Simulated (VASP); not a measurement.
A run of VASP 6.6.1:

INCAR

```
  ALGO = Fast
  EDIFF = 1E-7
  ENCUT = 520
  GGA = PE
  ISIF = 2
  ISMEAR = 0
  LASPH = True
  LCHARG = False
  LREAL = False
  LWAVE = False
  NELM = 60
  PREC = Accurate
  SIGMA = 0.1
```

Contents of KPOINTS:

```
k-points
0
Gamma
  4 4 4
```

Contents of POSCAR:

```
TiC
1.0
    0.0000000000      2.1593000000      2.1593000000
    2.1593000000      0.0000000000      2.1593000000
    2.1593000000      2.1593000000      0.0000000000
Ti C
1 1
Direct
    0.0000000000      0.0000000000      0.0000000000
    0.5000000000      0.5000000000      0.5000000000
```

Potentials or basis: VASP PAW PBE potentials, release 64 (Ti_sv, C).

Launch:

```sh
$ cat potpaw_PBE.64/Ti_sv/POTCAR potpaw_PBE.64/C/POTCAR > POTCAR
$ mpirun -np 1 vasp_std > vasp.out
```

Hardware: 1 thread of Intel(R) Xeon(R) 6975P-C (Granite Rapids) (shared host).

Task: How long does it take, and how much memory?

Result: It took 4.5 s on 1 thread of Intel(R) Xeon(R) 6975P-C (Granite Rapids), with other jobs on the host, peak memory 0.13 GiB. Counts: scf iterations 27, k points 8.
